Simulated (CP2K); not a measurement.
## Ti in CP2K: the effect of functional

Crystal: Ti.

```xyz
1
Lattice="2.8709 0.0000 0.0000 1.4354 2.4862 0.0000 1.4354 0.8287 2.3440" Properties=species:S:1:pos:R:3 pbc="T T T"
Ti    0.0000    0.0000    0.0000
```

This isn't the form of Ti at room conditions, which is hcp.

Alike in all runs:

* Program: CP2K 2026.2
* Potentials or basis: POTENTIAL_UZH Ti GTH-PBE-q12; TZVP-MOLOPT-PBE-GTH basis
* Density cutoff: 9184 eV
* k mesh: 11 × 11 × 11
* Occupations: fermi-dirac, width 0.05 eV
* Spin: no spin polarisation

```csv
functional,pressure (GPa)
PBE,4.3
LDA,-4.5
PBEsol,-0.3
PW91,3.6
revPBE,6.6
AM05,0.0
TASK,?
```

What does the run with functional TASK give?

Pressure 11.9 GPa.

Caveats: the basis of atomic orbitals isn't converged, which shifts pressures, moduli and gaps; the potentials were made for another functional, which shifts forces and pressure (some runs).
